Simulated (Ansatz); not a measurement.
# Two structures of TiO₂ under several functionals

Plane-wave DFT in Ansatz with scalar-relativistic PAW potentials (420 eV, r2SCAN 500 eV). Each structure was relaxed within its symmetry at each level; U_eff Ti 4 eV.
A. P4_2/mnm, 6 atoms in the computed cell, a = 4.548 Å, c = 2.917 Å; sites (symmetry × multiplicity) Ti m.mm × 2, O m.2m × 4
B. I4_1/amd, 6 atoms in the computed cell, a = 3.739 Å, c = 9.459 Å; sites (symmetry × multiplicity) Ti -4m2 × 4, O 2mm. × 8
(cells at LDA)

Q: Does the choice of functional change which is lower?

A:
```tsv
level	E(B) − E(A) (meV/atom)	V(A) (Å³/atom)	V(B) (Å³/atom)
LDA	-11.6	10.06	11.02
PBEsol	-21.0	10.33	11.31
r2SCAN	-14.2	10.40	11.40
PBE+D3(BJ)	-9.1	10.46	11.44
PBE	-32	10.65	11.66
PBE+U	-16.6	10.79	11.87
r2SCAN+U	4.2	10.54	11.61
```

The order changes with the functional, so these levels can't settle it. Functionals that bind more strongly (LDA, PBEsol, a dispersion term) tend to favour the denser structure.